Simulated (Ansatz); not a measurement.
**Crystal structures of ruthenium under r²SCAN**

The calculation used Ansatz 0.2.0, DFT, r2SCAN, plane waves (500 eV) with PAW, scalar-relativistic. (PAW data from PBE, frozen cores regenerated.)

Each structure is relaxed within its own symmetry, so a high-lying one may be dynamically unstable.

| structure | ΔE (meV/atom) | V (Å³/atom) | cell | magnetic state |
| --- | --- | --- | --- | --- |
| hcp | 0 | 13.49 | a = 2.706 Å, c = 4.255 Å (c/a = 1.572) | non-magnetic |
| dhcp | 89 | 13.54 | a = 2.691 Å, c = 8.636 Å (c/a = 3.209) | non-magnetic |
| fcc | 126 | 13.57 | a = 3.786 Å | spin not included |
| omega (AlB2-type) | 271 | 13.83 | a = 4.240 Å, c = 2.665 Å (c/a = 0.629) | spin not included |
| A15 | 406 | 13.93 | a = 4.812 Å | spin not included |
| bcc | 544 | 14.40 | a = 3.065 Å | ferromagnetic, net 1.34 μB per atom |
| diamond | 1165 | 19.83 | a = 5.413 Å | non-magnetic |
| simple cubic | 1170 | 15.47 | a = 2.491 Å | spin not included |

ΔE counts from hcp.

Differences under about 8 meV lie within the error of the k-point mesh.
